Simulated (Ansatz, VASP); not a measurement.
## One calculation of C, two programs

```
CELL_PARAMETERS angstrom
0.00000 1.78014 1.78014
1.78014 0.00000 1.78014
1.78014 1.78014 0.00000
ATOMIC_POSITIONS crystal
C 0.50000 0.50000 0.33147
C 0.75000 0.75000 0.75000
```

Alike in both runs: task single point; functional r2SCAN; k mesh 12 × 12 × 12; occupations gaussian, width 0.05 eV; no spin polarisation.

|  | VASP | Ansatz |
| --- | --- | --- |
| version | VASP 6.6.1 | Ansatz 0.2.0 |
| potentials or method | VASP PAW PBE potentials, release 64 (C) | scalar-relativistic, plane waves, PAW |
| plane-wave cutoff (eV) | 520 | 500 |
| valence electrons in the cell | 8 | 8 |

```tsv
	VASP	Ansatz	Ansatz less VASP
gap on the k mesh at the Fermi level (eV)	none	none	-
rms of the force components (eV/Å)	9.649	9.556	-0.0923
```

Atom by atom the forces differ by 0.092 eV/Å (rms over components). A gap of «none» marks a metal or a gap that the smearing closes. The functional is the same, so the differences come from potentials, cutoffs and numerics.

Caveats: the PAW data sets were made with another functional, which shifts forces and pressure a little (VASP).
